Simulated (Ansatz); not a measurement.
Ansatz input

```yaml
crystal:
  lattice:
    - [3.7070093669, 0.0, 0.0]
    - [-1.8535046835, 3.2103642838, 0.0]
    - [0.0, 0.0, 6.9538545284]
  atoms:
    - { symbol: Se, position: [1.0, 1.0, 1.0] }
    - { symbol: Se, position: [1.0, 1.0, 0.5] }
    - { symbol: Se, position: [0.3333333333, 0.6666666667, 0.25] }
    - { symbol: Se, position: [0.6666666667, 0.3333333333, 0.75] }
hamiltonian:
  xc: rpbe
  pseudopotentials:
    kind: paw
    azcp:
      Se: "pseudopotentials/Se.paw.azcp"
basis:
  ecutwfc: 420
  fft_grid_basis: typed
kpoints:
  mp_grid: { grid: [11, 11, 5], shift: [0, 0, 0] }
magnetization:
  spin_polarized: false
scf:
  occupations: { method: fermi_dirac, width: 0.1 }
  lower_state_search: "off"
output:
  stress: true
```

Output

```
Engine: ansatz 0.2.0, x86_64-unknown-linux-gnu
Pseudopotentials: kind: paw
Pseudopotential: Se, paw, valence charge 16, recommended cutoff 420 eV (normal) 
Functional definition: RPBE
  parameter kappa = 0.804
  parameter beta = 0.06672455060314922
  exchange = rpbe_x(kappa = kappa, mu = beta*pi^2/3)
  correlation = pbe_c(beta = beta)
Crystal: 4 atoms, lattice volume = 82.757 Å³
Basis set: ecut = 420 eV, 1607 PW (Γ)
Bands: 37, of which v1, the nominal top of the filled ones, is band 32 counted from 1 (31 counted from 0)
Symmetry: 24 space group operations
Space group: P63/mmc (ITA 194), of the structure as read, at distance tolerance 4.4e-5 Å
k-points: 48 of 605
Non-local potential: Se, projectors of the file, l = 0: 2, l = 1: 2, l = 2: 3, l = 3: 1
PAW form: soft (Blöchl's): semilocal exchange-correlation on the pseudo side does not see the compensation charge
PAW frozen core: Se, regenerated for the run's functional, and the local potential with it (the file was generated under x = pbe(κ = 0.804, μ = 0.2195149727645171), c = pbe(β = 0.06672455060314922))
PAW one-centre angular grid: Se, 590 points (default); XC on 64 Gauss nodes
Initial density: superposition of atomic densities (neutral atoms: chi_scale 0, normalization atom), corrected by the library's trained network
Initial wavefunctions: pseudopotential atomic-orbital guess
Functional: x = rpbe, c = pbe(β = 0.06672455060314922)
SCF iter   1: F=—  HF=-21898.718910 eV  |F-HF|=—  |Δ(HF+E_count)|=         —  Δρ=2.66e-3  dr2=3.31e-3  ethr=1.77e-3  ⟨swp⟩=6.3  Hψ=6528  notcnv=0
SCF iter   2: F=—  HF=-21898.719772 eV  |F-HF|=—  |Δ(HF+E_count)|=   8.62e-4  Δρ=5.36e-4  dr2=2.35e-4  ethr=5.17e-6  ⟨swp⟩=2.0  Hψ=3709  notcnv=0
SCF iter   3: F=—  HF=-21898.719476 eV  |F-HF|=—  |Δ(HF+E_count)|=   2.96e-4  Δρ=1.75e-4  dr2=2.71e-5  ethr=3.67e-7  ⟨swp⟩=2.0  Hψ=3332  notcnv=0
SCF iter   4: F=—  HF=-21898.719449 eV  |F-HF|=—  |Δ(HF+E_count)|=   2.71e-5  Δρ=6.14e-5  dr2=2.74e-6  ethr=4.23e-8  ⟨swp⟩=2.0  Hψ=3331  notcnv=0
SCF iter   5: F=—  HF=-21898.719451 eV  |F-HF|=—  |Δ(HF+E_count)|=   1.70e-6  Δρ=9.91e-6  dr2=1.05e-7  ethr=4.28e-9  ⟨swp⟩=2.0  Hψ=3285  notcnv=0
SCF iter   6: F=-21898.719451 eV  HF=-21898.719451 eV  |F-HF|=4.35e-9  |Δ(HF+E_count)|=   8.70e-8  Δρ=2.01e-6  dr2=3.64e-9  ethr=1.56e-10  ⟨swp⟩=4.3  Hψ=6686  notcnv=0
SCF 1 converged in 6 iterations: F = -21898.719451 eV  dr2 = 3.64e-9
SCF converged after 6 iterations
Free energy (F): -21898.719451 eV
Harris-Foulkes:  -21898.719451 eV  (|F-HF|=4.35e-9)
Internal energy: -21898.645308 eV  (E = F + TS)
E sigma→0 (E₀):  -21898.682380 eV
Entropy (-TS):   -0.074143 eV (-18.536 meV/atom)
Fermi energy:    11.458605 eV
--- Per-component energies (eV) ---
  E_band       = -1383.666342
  E_kinetic    = 471.554371
  E_local      = -8616.066270  (includes V_loc(G=0)·N_el)
  E_nonlocal   = -2382.992543
  E_hartree    = 4329.482374
  E_xc         = -417.054857
  E_vxc        = -392.154326  (∫ρ·V_xc dr)
  E_paw        = -7670.124771  (= ΣΔE_a)
  E_vpaw       = 877.032610  (= ΣTr[D̂ρ^β])
  E_aug_tail   = -0.002310  (compensation charges beyond the density's cutoff)
  E_ewald      = -7612.342905
  E_core_change = -1.098396  (= ΣΔE_core)
  E_smearing   = -0.074143  (= −TS)
  E_closure    = -0.000000  (closes the sum)
  Σ components = -21898.719451   (vs F -21898.719451, Δ=0.00e0)
--- Stress (GPa, compression-positive) ---
        8.551740      -0.000000       0.000000
       -0.000000       8.551740      -0.000000
        0.000000      -0.000000      13.294540
  P = ⅓ Tr σ = 10.1327 GPa (101.327 kbar)
```

Command:

```sh
ansatz run input.yaml --threads 2 --pin off --max-ram 5120MiB --backend cpu --events-out ev --progress --plain --runs-dir out
```

On 2 threads of Intel(R) Xeon(R) Platinum 8488C (Sapphire Rapids) (shared host) this took about 3.1 s of wall time and 5.6 s of CPU time.
